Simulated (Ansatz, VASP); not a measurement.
**C in VASP and in Ansatz**

```
C
1.0
     0.00000    1.81789    1.81789
     1.81789    0.00000    1.81789
     1.81789    1.81789    0.00000
C
1
Direct
  0.00000 0.00000 0.00000
```

Alike in both runs: task single point; functional PBEsol; k mesh 8 × 8 × 8; occupations gaussian, width 0.1 eV; no spin polarisation.

```csv
,VASP,Ansatz
version,VASP 6.6.1,Ansatz 0.2.0
potentials or method,"VASP PAW PBE potentials, release 64 (C)","scalar-relativistic, plane waves, PAW"
plane-wave cutoff (eV),520,420
valence electrons in the cell,4,4
```

```csv
,VASP,Ansatz,Ansatz less VASP
gap on the k mesh at the Fermi level (eV),none,none,-
pressure (GPa),-33.0,-32.9,+0.01
```

A gap of «none» marks a metal or a gap that the smearing closes.

Caveats: the k mesh is coarse (spacing up to 0.37 Å⁻¹), so the values aren't converged; the cell as given lies far from equilibrium; so large a pressure means that the cell lies far from this level's equilibrium, or that cutoff or potentials fall short (VASP); the potentials were made for another functional, which shifts forces and pressure (VASP).
